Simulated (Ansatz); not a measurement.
# TiAl: energy and stress against strain

The task, for TiAl: strain the cell along the Voigt pattern (1, -1, 0, 0, 0, 0).

Method: DFT PBE, scalar-relativistic, plane waves, PAW, in Ansatz 0.2.0.

## (1) The system as given

The structure is tetragonal, space group P4/mmm (No. 123). Conventional cell: a = 2.837 Å, b = 2.837 Å, c = 4.059 Å, α = 90.00°, β = 90.00°, γ = 90.00°. Ti (site symmetry 4/mmm) has 4 Ti at 2.84 Å and 8 Al at 2.85 Å in its first shell of neighbours. Around Al (site symmetry 4/mmm) lie 4 Al at 2.84 Å and 8 Ti at 2.85 Å.

Coordinates:

```cif
data_structure
_symmetry_space_group_name_H-M 'P4/mmm'
_symmetry_Int_Tables_number 123
_cell_length_a 2.8373
_cell_length_b 2.8373
_cell_length_c 4.0591
_cell_angle_alpha 90.000
_cell_angle_beta 90.000
_cell_angle_gamma 90.000
_cell_volume 32.68
loop_
_atom_site_label
_atom_site_type_symbol
_atom_site_symmetry_multiplicity
_atom_site_Wyckoff_symbol
_atom_site_fract_x
_atom_site_fract_y
_atom_site_fract_z
_atom_site_occupancy
Ti1 Ti 1 a 0.00000 0.00000 0.00000 1
Al1 Al 1 d 0.50000 0.50000 0.50000 1
```

The cell is taken as given, not relaxed at this level.

## (2) Zero of energy

The reference gives a free energy of -3037.9900 eV, pressure -0.70 GPa, largest force 0.000 eV/Å and gap on the mesh none (metal). It was computed beforehand with the settings of the runs below.

## (3) Setting up energy and stress against strain

The cell is strained by ε times the Voigt pattern (1, -1, 0, 0, 0, 0) (xx, yy, zz, yz, xz, xy; engineering shear), with fractional coordinates fixed (clamped ions). The stress on the pattern is the sum of the stress components weighted by it, tension positive.

## (4) ε = -0.1000

input.yaml

```yaml
crystal:
  lattice:
    - [2.55357, 0.0, 0.0]
    - [0.0, 3.12103, 0.0]
    - [0.0, 0.0, 4.0591]
  atoms:
    - { symbol: Ti, position: [0.0, 0.0, 0.0] }
    - { symbol: Al, position: [0.5, 0.5, 0.5] }
basis:
  ecutwfc: 420
kpoints:
  mp_grid: { grid: [16, 16, 12] }
hamiltonian:
  xc: pbe
scf:
  occupations: { method: gaussian, width: 0.15 }
output:
  forces: true
  stress: true
  eigenvalues: true
```

Run with:

```
$ ansatz run input.yaml --threads 1 --pin off --max-ram 2560MiB --backend cpu --events-out ev --progress --plain --runs-dir out
```

## (5) ε = 0.0750

Changes to input.yaml since step 4:

```diff
@@ -2,4 +2,4 @@
   lattice:
-    - [2.55357, 0.0, 0.0]
-    - [0.0, 3.12103, 0.0]
+    - [3.0500975, 0.0, 0.0]
+    - [0.0, 2.6245025, 0.0]
     - [0.0, 0.0, 4.0591]
@@ -20 +20,5 @@
   eigenvalues: true
+  write_density: true
+  write_potential: true
+  elf: true
+  volumetric_format: npy
```

## (6) Point ε = -0.0500

Changes to input.yaml since step 5:

```diff
@@ -2,4 +2,4 @@
   lattice:
-    - [3.0500975, 0.0, 0.0]
-    - [0.0, 2.6245025, 0.0]
+    - [2.695435, 0.0, 0.0]
+    - [0.0, 2.979165, 0.0]
     - [0.0, 0.0, 4.0591]
@@ -20,5 +20 @@
   eigenvalues: true
-  write_density: true
-  write_potential: true
-  elf: true
-  volumetric_format: npy
```

## (7) At ε = 0.0250

Changes to input.yaml since step 6:

```diff
@@ -2,4 +2,4 @@
   lattice:
-    - [2.695435, 0.0, 0.0]
-    - [0.0, 2.979165, 0.0]
+    - [2.9082325, 0.0, 0.0]
+    - [0.0, 2.7663675, 0.0]
     - [0.0, 0.0, 4.0591]
```

## (8) ε = 0.0875

Changes to input.yaml since step 7:

```diff
@@ -2,4 +2,4 @@
   lattice:
-    - [2.9082325, 0.0, 0.0]
-    - [0.0, 2.7663675, 0.0]
+    - [3.08556375, 0.0, 0.0]
+    - [0.0, 2.58903625, 0.0]
     - [0.0, 0.0, 4.0591]
```

## (9) ε = 0.0625

Changes to input.yaml since step 8:

```diff
@@ -2,4 +2,4 @@
   lattice:
-    - [3.08556375, 0.0, 0.0]
-    - [0.0, 2.58903625, 0.0]
+    - [3.01463125, 0.0, 0.0]
+    - [0.0, 2.65996875, 0.0]
     - [0.0, 0.0, 4.0591]
```

## (10) ε = 0.0375

Changes to input.yaml since step 9:

```diff
@@ -2,4 +2,4 @@
   lattice:
-    - [3.01463125, 0.0, 0.0]
-    - [0.0, 2.65996875, 0.0]
+    - [2.94369875, 0.0, 0.0]
+    - [0.0, 2.73090125, 0.0]
     - [0.0, 0.0, 4.0591]
```

## (11) At ε = 0.0125

Changes to input.yaml since step 10:

```diff
@@ -2,4 +2,4 @@
   lattice:
-    - [2.94369875, 0.0, 0.0]
-    - [0.0, 2.73090125, 0.0]
+    - [2.87276625, 0.0, 0.0]
+    - [0.0, 2.80183375, 0.0]
     - [0.0, 0.0, 4.0591]
```

(Steps that only read results are left out.)

Before running it: what results should come out? Wanted: slope of the stress at ε = 0, from the points at -0.0500, 0 and 0.0125.

**Answer**, as computed:

| quantity | value |
| --- | --- |
| slope of the stress at ε = 0, from the points at -0.0500, 0 and 0.0125 | 268 GPa |

**Reading.** The slope of the stress at zero strain, 268 GPa, estimates C11 + C22 − 2 C12 with clamped ions in this Cartesian frame; letting the atoms relax could not make it stiffer. The step is wide, so higher orders mix in. The undisturbed cell stays the lowest of the sampled points.
